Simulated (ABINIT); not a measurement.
BP, 2 atoms in the cell. The structure is cubic, space group F-43m (No. 216). The conventional cell has a = 4.538 Å, b = 4.538 Å, c = 4.538 Å, α = 90.00°, β = 90.00°, γ = 90.00°. P (site symmetry -43m) has 4 B at 1.97 Å as nearest neighbours. B (site symmetry -43m) is surrounded by 4 P at 1.97 Å. 

* Program: ABINIT 10.8.3 (patched build)
* Task: band structure
* Functional: WC
* Potentials or basis: PseudoDojo NC SR PBEsol v0.4.1 standard
* Cutoff: 1034 eV
* k mesh: 10 × 10 × 10
* Occupations: fermi-dirac, width 0.05 eV
* Spin: no spin polarisation

Potentials or basis: PseudoDojo NC SR PBEsol v0.4.1 standard.

The run is started by

```bash
$ abinit run.abi > log 2>&1
```

Hardware: 1 thread of Arm Neoverse V1 (shared host).

Question: How long does it take, and how much memory?

Answer: Run time: 50 s on 1 thread of Arm Neoverse V1, on a shared host, peak memory 0.1 GiB. Counts: scf iterations 8, k points 47, bands 8, plane waves 1784.
